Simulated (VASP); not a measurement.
Runs of VASP 6.6.1 on InP. Symmetry: F-43m, No. 216, cubic system. The conventional cell has a = 5.879 Å, b = 5.879 Å, c = 5.879 Å, α = 90.00°, β = 90.00°, γ = 90.00°. In (site symmetry -43m) is surrounded by 4 P at 2.55 Å. P (site symmetry -43m) has 4 In at 2.55 Å as nearest neighbours. 

```tsv
task	level	cell	k mesh	cutoff (eV)	grid for exact exchange (PRECFOCK)	screening parameter	exchange at q = 0	share of exact exchange	gap on the mesh (eV)	pressure (GPa)
band structure	HSE06	F-43m, 25.39 Å³/atom	6 × 6 × 6	520	Fast	0.2 1/A	-	-	1.46	(b)
band structure	PBE0	F-43m, 25.39 Å³/atom	6 × 6 × 6	520	Fast	-	truncated	-	(a)	0.5
band structure	PBE-EpsX	F-43m, 25.39 Å³/atom	6 × 6 × 6	520	Fast	-	truncated	0.0643	1.00	2.0
relaxation of cell and atoms	PBEsol	relaxed	8 × 8 × 8	600	-	-	-	-	0.57	0.0
```

Alike in all rows: potentials or basis VASP PAW PBE potentials, release 64 (In_d, P); no spin polarisation; smearing gaussian 0.03 eV.

Estimate the missing entries.

(a) 2.06; (b) 0.7.

Caveats: the PAW data sets were made with another functional, which shifts forces and pressure a little; spin-orbit coupling is left out, which moves the levels of the heavy elements.

A k mesh can miss the band edges, and the runs leave out spin-orbit coupling on In.
